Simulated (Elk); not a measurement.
# Dielectric function and optical constants of AgBr

Wanted: where AgBr starts to absorb, how strongly, and its refractive index. The cell comes from an older database entry, whose edges can differ from later determinations, mostly by under a per cent.

Main program and level: Elk 11.2.3 (patched build); DFT, PBE, all-electron APW+lo, Dirac cores, scalar-relativistic bands, independent-particle optical response without local fields.

The database entry behind the starting cell differs from later determinations by our own check (about 0.6 % short of the room-temperature cell), so it need not match the best structure at ambient conditions.

**1. The structure**

It takes space group Fm-3m (No. 225, cubic). The conventional cell has a = 5.740 Å, b = 5.740 Å, c = 5.740 Å, α = 90.00°, β = 90.00°, γ = 90.00°. Nearest to Ag lie 6 Br at 2.87 Å. Nearest to Br lie 6 Ag at 2.87 Å. Farther neighbours and most contacts between anions are not listed.

**2. Ground state**

The self-consistent density comes first; it also tells whether there is a gap, which decides the occupations and the need for a Drude term.

This step: DFT, PBE, all-electron APW+lo, Dirac cores, scalar-relativistic bands, ground state (Elk 11.2.3 (patched build)).

elk.in reads:

```
tasks
  0
  120

xctype
  20

nempty
  14

lorbcnd
  .true.

rgkmax
  7.0

swidth
  0.0018375

maxscl
  100

epsengy
  1e-05

sppath
  './'

avec
  0.000000000000 5.423797436595 5.423797436595
  5.423797436595 0.000000000000 5.423797436595
  5.423797436595 5.423797436595 0.000000000000

atoms
  2
  'Ag.in'
  1
  0.000000000000 0.000000000000 0.000000000000   0.000 0.000 0.000
  'Br.in'
  1
  0.500000000000 0.500000000000 0.500000000000   0.000 0.000 0.000

ngridk
  10 10 10
```

Launch:

```sh
> OMP_NUM_THREADS=4 elk
```

Numbers of over 12 decimals in the logs are rounded to 6 here.

What it wrote:

```text
┌─────────────────────────┐
│ Elk code version 11.2.3 │
└─────────────────────────┘

All units are atomic (Hartree, Bohr, etc.)

┌─────────────────────────────────────────────────┐
│ Ground-state run starting from atomic densities │
└─────────────────────────────────────────────────┘

Lattice vectors :
   0.000000000       5.423797437       5.423797437
   5.423797437       0.000000000       5.423797437
   5.423797437       5.423797437       0.000000000

Reciprocal lattice vectors :
 -0.5792238170      0.5792238170      0.5792238170
  0.5792238170     -0.5792238170      0.5792238170
  0.5792238170      0.5792238170     -0.5792238170

Unit cell volume      :    319.1099752
Brillouin zone volume :   0.7773188955

Muffin-tin inner radius fraction :   0.1000000000E-01

Nuclei treated as point charges

Species : 1 (Ag)
 parameters loaded from : Ag.in
 name : silver
 nuclear charge    :   -47.00000000
 electronic charge :    47.00000000
 atomic mass :    196631.6998
 muffin-tin radius :    2.600000000
 number of radial points in muffin-tin :   1193
 inner part over the whole radius :   0.9869554211E-02
 number on inner part of muffin-tin    :    849
 approximate nuclear radius :   0.8648227117E-04
 number of mesh points to nuclear radius :    425
 atomic positions (lattice), magnetic fields (Cartesian) :
  1 :   0.00000000  0.00000000  0.00000000    0.00000000  0.00000000  0.00000000

Species : 2 (Br)
 parameters loaded from : Br.in
 name : bromine
 nuclear charge    :   -35.00000000
 electronic charge :    35.00000000
 atomic mass :    145656.0816
 muffin-tin radius :    2.400000000
 number of radial points in muffin-tin :    993
 inner part over the whole radius :   0.9934012010E-02
 number on inner part of muffin-tin    :    703
 approximate nuclear radius :   0.7858070945E-04
 number of mesh points to nuclear radius :    344
 atomic positions (lattice), magnetic fields (Cartesian) :
  1 :   0.50000000  0.50000000  0.50000000    0.00000000  0.00000000  0.00000000

Total number of atoms per unit cell :    2
Total muffin-tin volume :    131.5280124
 ratio of muffin-tin to unit cell volume :   0.4121714226

Spin treatment :
 spin-unpolarised

Number of Bravais lattice symmetries :   48
Number of crystal symmetries         :   48
Crystal has inversion symmetry
Real symmetric eigensolver will be used

k-point grid :     10    10    10
k-point offset :    0.000000000       0.000000000       0.000000000
k-point set is reduced with full crystal symmetry group
Total number of k-points :       47

Muffin-tin radius times maximum |G+k| :    7.000000000
 using average radius
Maximum |G+k| for APW functions       :    2.800000000
Maximum (1/2)|G+k|²                   :    3.920000000
Maximum |G| for potential and density :    12.00000000
Constant for pseudocharge density :    8
 order of it for each species :   15  15
 order of it for pair densities of each species (exact exchange by exxq0 0: 15) :   11   9
Radial integration step length :    1

G-vector grid sizes :     30    30    30
Number of G-vectors :     9377

Maximum angular momentum used for
 APW functions            :    8
 outer part of muffin-tin :    6
 inner part of muffin-tin :    2

Total nuclear charge    :   -82.00000000
Total core charge       :    46.00000000
Total valence charge    :    36.00000000
Total excess charge     :    0.000000000
Total electronic charge :    82.00000000

Effective Wigner radius, rₛ :   0.9757666550

Number of empty states         :     28
Total number of valence states :     47
Total number of core states    :     46

Conduction state local-orbitals added automatically
Third-order local-orbitals added for an l without core states : F
Total number of local-orbitals :    131

Exchange-correlation functional :     20     0     0
 Perdew-Burke-Ernzerhof, Phys. Rev. Lett. 77, 3865 (1996)
 gradient requirement :    1
 generalised gradient approximation (GGA)

Smearing type :    3
 Fermi-Dirac
Smearing width :   0.1837500000E-02
Effective electronic temperature (K) :    580.2366081

Mixing type :    3
 Broyden mixing, J. Phys. A: Math. Gen. 17, L317 (1984)

Kohn-Sham potential initialised from atomic data

┌──────────────────────────────┐
│ Self-consistent loop started │
└──────────────────────────────┘

┌─────────────────┐
│ Loop number : 1 │
└─────────────────┘

Energies :
 Fermi                       :     0.21384652235761E-01
 sum of occupied eigenvalues :     -4709.5951774319
 electron kinetic            :      8234.9961754639
 core electron kinetic       :      7803.1920630182
 Coulomb                     :     -15917.667432060
 Coulomb potential           :     -12623.418129397
 nuclear-nuclear             :     -890.96420831088
 electron-nuclear            :     -17450.385654405
 Hartree                     :      2423.6824306555
 Madelung                    :     -9605.9583673615
 xc potential                :     -321.17322349839
 exchange                    :     -237.48678415489
 correlation                 :     -4.232108
 electron entropic           :    -0.49118950103842E-05
 total energy                :     -7924.3901532464

Density of states at Fermi energy :   0.2646307533
 (states/Hartree/unit cell)

Estimated indirect band gap :   0.1336390195E-01
 from k-point 6 to k-point 1
Estimated direct band gap   :   0.1002321917
 at k-point 2

Charges :
 core                        :    46.00000000
 valence                     :    36.00000000
 interstitial                :    2.818081388
 muffin-tins (core leakage)
  species : 1 (Ag)
   atom 1                    :    45.68555186     ( -0.3322486002E-06)
  species : 2 (Br)
   atom 1                    :    33.49636675     (  0.2274325392E-04)
 total in muffin-tins        :    79.18191861
 total calculated charge     :    81.99969976
 total charge                :    82.00000000
 error                       :   0.3002384156E-03

┌─────────────────┐
│ Loop number : 2 │
└─────────────────┘

Energies :
 Fermi                       :     0.22253275747357E-01
 sum of occupied eigenvalues :     -4709.5377175952
 electron kinetic            :      8234.9357201385
 core electron kinetic       :      7803.1218304727
 Coulomb                     :     -15917.702627414
 Coulomb potential           :     -12623.369236782
 nuclear-nuclear             :     -890.96420831088
 electron-nuclear            :     -17450.504593480
 Hartree                     :      2423.7661743766
 Madelung                    :     -9606.0180090236
 xc potential                :     -321.10420095198
 exchange                    :     -237.48979894774
 correlation                 :     -4.232146
 electron entropic           :    -0.46533083910457E-05
 total energy                :     -7924.4888565864

Density of states at Fermi energy :   0.2484639390
 (states/Hartree/unit cell)

Estimated indirect band gap :   0.1362957471E-01
 from k-point 6 to k-point 1
Estimated direct band gap   :   0.1004382568
 at k-point 2

Charges :
 core                        :    46.00000000
 valence                     :    36.00000000
 interstitial                :    2.816655784
 muffin-tins (core leakage)
  species : 1 (Ag)
   atom 1                    :    45.68799756     ( -0.3322487423E-06)
  species : 2 (Br)
   atom 1                    :    33.49534666     (  0.2274595152E-04)
 total in muffin-tins        :    79.18334422
 total calculated charge     :    81.99969985
 total charge                :    82.00000000
 error                       :   0.3001538444E-03

RMS change in Kohn-Sham potential (target) :   0.1397599033     (  0.1000000000E-05)
Absolute change in total energy (target)   :   0.9870333996E-01 (  0.1000000000E-04)

[... 13 loops left out ...]

┌──────────────────┐
│ Loop number : 16 │
└──────────────────┘

Energies :
 Fermi                       :     0.135758
 sum of occupied eigenvalues :     -4700.3523298387
 electron kinetic            :      8236.0181893037
 core electron kinetic       :      7802.6625728648
 Coulomb                     :     -15918.171189257
 Coulomb potential           :     -12621.173020541
 nuclear-nuclear             :     -890.96420831088
 electron-nuclear            :     -17453.589970175
 Hartree                     :      2426.3829892289
 Madelung                    :     -9607.5846789868
 xc potential                :     -315.19749860186
 exchange                    :     -237.58039371714
 correlation                 :     -4.232941
 electron entropic           :    -0.53418966674287E-06
 total energy                :     -7923.9663350637

Density of states at Fermi energy :   0.2009708611E-01
 (states/Hartree/unit cell)

Estimated indirect band gap :   0.2335467854E-01
 from k-point 6 to k-point 1
Estimated direct band gap   :   0.9499483701E-01
 at k-point 1

Charges :
 core                        :    46.00000000
 valence                     :    36.00000000
 interstitial                :    2.735797884
 muffin-tins (core leakage)
  species : 1 (Ag)
   atom 1                    :    45.79129257     ( -0.3322587681E-06)
  species : 2 (Br)
   atom 1                    :    33.47290954     (  0.2278959686E-04)
 total in muffin-tins        :    79.26420212
 total calculated charge     :    81.99969779
 total charge                :    82.00000000
 error                       :   0.3022116410E-03

RMS change in Kohn-Sham potential (target) :   0.1482258783E-07 (  0.1000000000E-05)
Absolute change in total energy (target)   :   0.4295310646E-05 (  0.1000000000E-04)

Convergence targets achieved

┌──────────────────┐
│ Loop number : 17 │
└──────────────────┘

Energies :
 Fermi                       :     0.135758
 sum of occupied eigenvalues :     -4700.3523293992
 electron kinetic            :      8236.0181897934
 core electron kinetic       :      7802.6625729318
 Coulomb                     :     -15918.171189406
 Coulomb potential           :     -12621.173020614
 nuclear-nuclear             :     -890.96420831088
 electron-nuclear            :     -17453.589970313
 Hartree                     :      2426.3829892181
 Madelung                    :     -9607.5846790990
 xc potential                :     -315.19749857881
 exchange                    :     -237.58039371654
 correlation                 :     -4.232941
 electron entropic           :    -0.53419042836524E-06
 total energy                :     -7923.9663347227

Density of states at Fermi energy :   0.2009711880E-01
 (states/Hartree/unit cell)

Estimated indirect band gap :   0.2335467253E-01
 from k-point 6 to k-point 1
Estimated direct band gap   :   0.9499483081E-01
 at k-point 1

Charges :
 core                        :    46.00000000
 valence                     :    36.00000000
 interstitial                :    2.735797889
 muffin-tins (core leakage)
  species : 1 (Ag)
   atom 1                    :    45.79129256     ( -0.3322592619E-06)
  species : 2 (Br)
   atom 1                    :    33.47290955     (  0.2278959565E-04)
 total in muffin-tins        :    79.26420211
 total calculated charge     :    81.99969779
 total charge                :    82.00000000
 error                       :   0.3022116529E-03

┌──────────────────────────────┐
│ Self-consistent loop stopped │
└──────────────────────────────┘

Wrote STATE.OUT
```

Wall time 10 s (4 threads of Arm Neoverse V2, shared host); peak memory 0.11 GiB; 33 s of CPU time.

This step gave:

* total energy: -7924 Ha
* Fermi energy: 3.694 eV
* DOS at the Fermi level: 7.39e-4 states/eV/cell
* gap on the k-mesh: 0.6355 eV
* direct gap on the mesh: 2.585 eV

There is a gap, 0.64 eV on this mesh (points off the mesh can give less), so no carriers' term is needed.

[end of part 1 of 2]

[Machine, clock and banner lines and Python warnings are left out of the logs.]

[Logs are printed without paths, hosts, clocks, repeated set-up lines and the standing remarks that a program may print on its own settings, such as how far it seeks lower states.]

[Hosts, paths, dates, database ids (printed as entryN), source tags and the programs' standing remarks are cut or masked in the printed files.]
